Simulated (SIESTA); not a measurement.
Runs of SIESTA 5.4.2 on Gd. It takes space group Fm-3m (No. 225, cubic). Conventional cell: a = 5.172 Å, b = 5.172 Å, c = 5.172 Å, α = 90.00°, β = 90.00°, γ = 90.00°. Around Gd (site symmetry m-3m) lie 12 Gd at 3.66 Å. This isn't the form of Gd at room conditions, which is hcp.

```tsv
level	gap on the mesh (eV)	pressure (GPa)	moment (μB)	relaxed volume (Å³/atom)
LDA	none	0.0	0.00	29.65
PW91	none	0.0	0.00	(a)
PBEsol	none	0.0	0.00	(b)
BLYP	none	0.1	0.00	33.40
WC	none	0.0	0.00	30.84
```

Alike in all rows: task relaxation of cell and atoms; potentials or basis PseudoDojo 3+ lanthanides (4f in the core) (PBE files), DZP (energy shift 0.003 Ry; two zetas on semicore shells); spin collinear, ferromagnetic start; cell relaxed; k mesh 6 × 6 × 6; smearing fermi-dirac 0.05 eV; grid cutoff 800 Ry; energy shift 0.003 Ry.

Q: Fill in the values left out.

A: (a) 32.28; (b) 30.91.

Caveats: the potentials were made for another functional, which shifts forces and pressure; spin-orbit coupling is left out, which moves the levels of the heavy elements; the 4f electrons are frozen in the core as for a trivalent ion, so they carry no moment and show no levels; the basis of atomic orbitals isn't converged, which shifts pressures, moduli and gaps.

A k mesh can miss the band edges, and the runs leave out spin-orbit coupling on Gd.

A gap of «none» marks a metal or a gap under the smearing width.

Runs at the PBE level aren't shown here.
